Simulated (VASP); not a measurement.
Set up this calculation in VASP 6.6.1, as the native input.

- Task: band structure
- Functional: TB-mBJ
- Potentials or basis: VASP PAW PBE potentials, release 64 (Te, Be)
- Cutoff: 520 eV
- k mesh: 6 × 6 × 6
- Occupations: gaussian, width 0.02 eV
- Spin: spin-orbit coupling, no magnetisation
- Ladder: gaps
- Further INCAR settings: ALGO = Normal; EDIFF = 1e-07; NBANDS = 20

BeTe:

```
Te Be
1.0
     0.00000    2.77000    2.77000
     2.77000    0.00000    2.77000
     2.77000    2.77000    0.00000
Te Be
1 1
Direct
  0.75000 0.75000 0.75000
  0.00000 0.00000 0.00000
```

These files were run (other wordings do the same):

POSCAR

```
BeTe
1.0
    0.0000000000      2.7700000000      2.7700000000
    2.7700000000      0.0000000000      2.7700000000
    2.7700000000      2.7700000000      0.0000000000
Te Be
1 1
Direct
    0.7500000000      0.7500000000      0.7500000000
    0.0000000000      0.0000000000      0.0000000000
```

INCAR.step1

```
SYSTEM = BeTe
PREC     = Accurate       ! precision mode
ENCUT    = 520            ! plane-wave cutoff, eV
EDIFF    = 1E-5           ! SCF threshold, eV
ISMEAR   = 0              ! smearing method
SIGMA    = 0.02           ! smearing width, eV
LREAL    = .FALSE.        ! projectors in reciprocal space
LASPH    = .TRUE.         ! aspherical terms in the spheres
NELM     = 60             ! most SCF steps
ALGO     = Normal         ! electronic algorithm
ISIF     = 2              ! what is computed and relaxed
LWAVE    = .TRUE.         ! write WAVECAR
LCHARG   = .FALSE.        ! write CHGCAR
MAGMOM   = 0 0 0 0 0 0    ! initial moments
LORBIT   = 11             ! projections on sites
LSORBIT  = .TRUE.         ! spin-orbit coupling
GGA_COMPAT= .FALSE.      
NBANDS   = 20             ! bands
GGA      = PE             ! functional
KPAR     = 2
```

INCAR.step2

```
SYSTEM = BeTe
PREC     = Accurate       ! precision mode
ENCUT    = 520            ! plane-wave cutoff, eV
EDIFF    = 1E-7           ! SCF threshold, eV
ISMEAR   = 0              ! smearing method
SIGMA    = 0.02           ! smearing width, eV
LREAL    = .FALSE.        ! projectors in reciprocal space
LASPH    = .TRUE.         ! aspherical terms in the spheres
NELM     = 60             ! most SCF steps
ALGO     = Normal         ! electronic algorithm
ISIF     = 2              ! what is computed and relaxed
LWAVE    = .FALSE.        ! write WAVECAR
LCHARG   = .FALSE.        ! write CHGCAR
MAGMOM   = 0 0 0 0 0 0    ! initial moments
LORBIT   = 11             ! projections on sites
LSORBIT  = .TRUE.         ! spin-orbit coupling
GGA_COMPAT= .FALSE.      
METAGGA  = MBJ            ! meta-GGA
NBANDS   = 20             ! bands
ISTART   = 1            
KPAR     = 2
```

KPOINTS

```
regular mesh
0
G
  6 6 6
  0 0 0
```

KPOINTS_OPT

```
path GXWKGLUWLK,UX
20
line-mode
reciprocal
 0.0000000000  0.0000000000  0.0000000000  G
 0.5000000000  0.0000000000  0.5000000000  X

 0.5000000000  0.0000000000  0.5000000000  X
 0.5000000000  0.2500000000  0.7500000000  W

 0.5000000000  0.2500000000  0.7500000000  W
 0.3750000000  0.3750000000  0.7500000000  K

 0.3750000000  0.3750000000  0.7500000000  K
 0.0000000000  0.0000000000  0.0000000000  G

 0.0000000000  0.0000000000  0.0000000000  G
 0.5000000000  0.5000000000  0.5000000000  L

 0.5000000000  0.5000000000  0.5000000000  L
 0.6250000000  0.2500000000  0.6250000000  U

 0.6250000000  0.2500000000  0.6250000000  U
 0.5000000000  0.2500000000  0.7500000000  W

 0.5000000000  0.2500000000  0.7500000000  W
 0.5000000000  0.5000000000  0.5000000000  L

 0.5000000000  0.5000000000  0.5000000000  L
 0.3750000000  0.3750000000  0.7500000000  K

 0.6250000000  0.2500000000  0.6250000000  U
 0.5000000000  0.0000000000  0.5000000000  X
```

Potentials or basis: VASP PAW PBE potentials, release 64 (Te, Be).

Launch:

```console
$ cat potpaw_PBE.64/Te/POTCAR potpaw_PBE.64/Be/POTCAR > POTCAR
$ cp INCAR.step1 INCAR
$ mpirun -np 2 vasp_ncl > vasp.out
$ cp INCAR.step2 INCAR
$ mpirun -np 2 vasp_ncl > vasp.out
```

Results of the run:

```yaml
Valence_electrons_inside_the_program's_atomic_spheres: Te 3.62; Be 0.85
```

It took 3.1 min on 2 MPI ranks on AMD EPYC 9R45 (Zen 5), with other jobs on the host, peak memory 0.3 GiB a rank.
